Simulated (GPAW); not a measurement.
PbSe (Clausthalite):

```
CELL_PARAMETERS angstrom
4.32841 0.00000 0.00000
2.16421 3.74852 0.00000
2.16421 1.24951 3.53413
ATOMIC_POSITIONS crystal
Pb 0.00000 0.00000 0.00000
Se 0.50000 0.50000 0.50000
```

Base run:

| Item | Value |
| --- | --- |
| Program | GPAW 26.7.0 |
| Functional | OLYP |
| Potentials or basis | PAW data sets generated in the run's folder for this functional |
| Cutoff | 600 eV |
| Basis | pw |
| k mesh | 6 × 6 × 6 |
| Occupations | fermi-dirac, width 0.05 eV |
| Spin | spin-orbit coupling, no magnetisation |

Its results: band gap on the k mesh 0.22 eV, direct; pressure 3.6 GPa.

Problem. The run is repeated on the same cell with these changes: functional from OLYP to AM05; spin axis theta (degrees) from 0 to 90. What comes out?

Solution. Band gap on the k mesh 0.43 eV, direct; pressure -0.2 GPa.

Caveats: spin-orbit coupling was added after a scalar SCF, so levels and gaps hold it while energy, forces, pressure and moments don't; this program's spin-orbit splittings come out too wide for heavy elements.
